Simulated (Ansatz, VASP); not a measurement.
BaS: VASP beside Ansatz

```
CELL_PARAMETERS angstrom
0.00000 3.18192 3.18192
3.18192 0.00000 3.18192
3.18192 3.18192 0.00000
ATOMIC_POSITIONS crystal
Ba 0.00000 0.00000 0.00000
S 0.50000 0.50000 0.50000
```

Alike in both runs: task single point; functional PBE; k mesh 8 × 8 × 8; occupations gaussian, width 0.02 eV; no spin polarisation.

```csv
,VASP,Ansatz
version,VASP 6.6.1,Ansatz 0.2.0
potentials or method,"VASP PAW PBE potentials, release 64 (Ba_sv, S)","scalar-relativistic, plane waves, PAW"
plane-wave cutoff (eV),520,420
valence electrons in the cell,16,16
```

```tsv
	VASP	Ansatz	Ansatz less VASP
gap on the k mesh at the Fermi level (eV)	2.09	2.19	+0.101
least direct gap on the mesh (eV)	2.22	2.29	+0.069
pressure (GPa)	2.0	1.4	-0.62
```

With one functional, cell and mesh, what is left measures potentials, basis and numerics.

Caveats: spin-orbit coupling is left out, which moves the levels of the heavy elements. A k mesh can miss the band edges. Expect the measured gap to be larger: semilocal functionals such as PBE lack the derivative discontinuity.
